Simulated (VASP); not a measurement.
Runs of VASP 6.6.1 on ZnS. Symmetry: F-43m, No. 216, cubic system. The conventional cell has a = 5.361 Å, b = 5.361 Å, c = 5.361 Å, α = 90.00°, β = 90.00°, γ = 90.00°. Around Zn (site symmetry -43m) lie 4 S at 2.32 Å. Around S (site symmetry -43m) lie 4 Zn at 2.32 Å. 

```csv
task,level,potentials or basis,cell,cutoff (eV),gap on the mesh (eV),pressure (GPa)
band structure,r2SCAN,"VASP PAW PBE potentials, release 64 (Zn, S)","F-43m, 19.26 Å³/atom",520,2.79,1.3
relaxation of cell and atoms,PBEsol,"VASP PAW PBE potentials, release 64 (Zn, S)",relaxed,600,(b),0.0
optical spectrum,PBE,"VASP PAW PBE potentials, release 64 (Zn, S)","F-43m, 19.26 Å³/atom",520,2.22,3.7
dielectric tensor,PBE,"VASP PAW PBE potentials, release 64 (Zn, S)","F-43m, 19.26 Å³/atom",520,2.22,-
band structure,PBE,"VASP PAW PBE potentials, release 64 (Zn, S)","F-43m, 19.26 Å³/atom",520,2.22,3.7
band structure,LDA,"VASP PAW LDA potentials, release 64 (Zn, S)","F-43m, 19.26 Å³/atom",520,2.00,(a)
```

Alike in all rows: no spin polarisation; k mesh 10 × 10 × 10; smearing gaussian 0.03 eV.

Question: Estimate the missing entries.

Answer: (a) -2.6; (b) 2.08.

Caveats: the PAW data sets were made with another functional, which shifts forces and pressure a little (some runs); spectra need much finer meshes, so this one isn't converged (some runs); independent-particle spectra lack excitons (some runs).

